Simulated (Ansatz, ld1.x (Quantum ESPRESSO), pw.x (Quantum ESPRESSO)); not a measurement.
# From atom to crystal: RRKJ potential for Re (Z = 75)

* Element: rhenium (Re)
* Generator: ld1.x (Quantum ESPRESSO) 7.5
* Type: norm-conserving RRKJ (Kleinman–Bylander form)
* Functional: PBE
* Relativity: scalar-relativistic
* Frozen core: [Xe] 4f14
* Valence charge: 7
* Reference configuration: 5d5 6s1.75 6p0.25
* Partial waves: 6s (bound): rc 2.70 bohr; 6p (bound): rc 3.70 bohr; 5d (bound): rc 2.20 bohr
* Local potential: all-electron potential smoothed inside 2.10 bohr (lloc = -1)
* Core correction: none
* rho0: 0.01

Atomic tests: cutoffs needed: 30 Ry and 35 Ry (the cutoffs (Ry, on a coarse ladder) from which the occupation-weighted sum of valence levels, in a spherical-Bessel basis at the reference potential, stays within 10 and 1 mRy of its value at 400 Ry); ghost test: ghost state, extra bound levels that the all-electron valence spectrum of the same l lacks: s at -28.3 eV; a true bound ghost makes a file unfit for plane-wave use (spherical-Bessel basis up to 400 Ry, 20 bohr box); largest excitation error: +156 meV (all-electron minus pseudo) for 5d3 6s0 6p0, out of 7 test configurations.

Crystal test: fcc Re in pw.x 7.5, no spin, 14³ k-points, Fermi–Dirac smearing 0.01 Ry, cutoffs 45/180 Ry. The reference is all-electron LAPW (Ansatz 0.2.0) with the same functional, mesh and smearing; V0 and B0 come from Birch–Murnaghan fits to the pressures at five volumes. Errors are pseudo minus all-electron; Δ is the rms difference of the E(V) curves that follow from these fits, minima aligned, over ±6 % about the mean V0. Mesh and smearing are coarse, so the numbers serve the comparison and aren't converged zero-temperature values; the lattice is a test structure that the element need not adopt.

| V (Å³/atom) | P all-electron (GPa) | P pseudo (GPa) |
| --- | --- | --- |
| 14.246 | 21.20 | 98.11 |
| 14.621 | 10.13 | 85.25 |
| 14.996 | 0.45 | 73.57 |
| 15.371 | -8.00 | 62.96 |
| 15.746 | -15.36 | 53.30 |

All-electron: a0 = 3.916 Å (V0 = 15.01 Å³/atom), B0 = 359.1 GPa.

Pseudopotential: mean pressure error (GPa): +72.96. The pressure does not cross zero within the volumes sampled, so no fit is given. The largest radius (3.70 bohr) exceeds half the bond length (2.62 bohr), so the spheres overlap, which is one possible source of error among others. This is a poor potential for the solid. Note: ghost state, extra bound levels that the all-electron valence spectrum of the same l lacks: s at -28.3 eV. A true bound ghost makes a file unfit for plane-wave use. The logarithmic derivative shows an extra or strongly shifted pseudo pole above the reference energy (p near 0.83 Ry).

Problem. At the middle volume, how do free energy and pressure move when the wave cutoff is lowered (ecutrho kept at four times it)?

Solution.

| cutoff (Ry) | shift of F (meV/atom) | shift of P (GPa) |
| --- | --- | --- |
| 20 | +1473.0 | -80.97 |
| 27 | +55.4 | -5.74 |
| 36 | +1.8 | -0.08 |

The run at the middle volume (104 k-points, 9 iterations) took about 9.2 s on one core of a shared host (Neoverse-V1, 32 threads, 247 GiB, load 26).
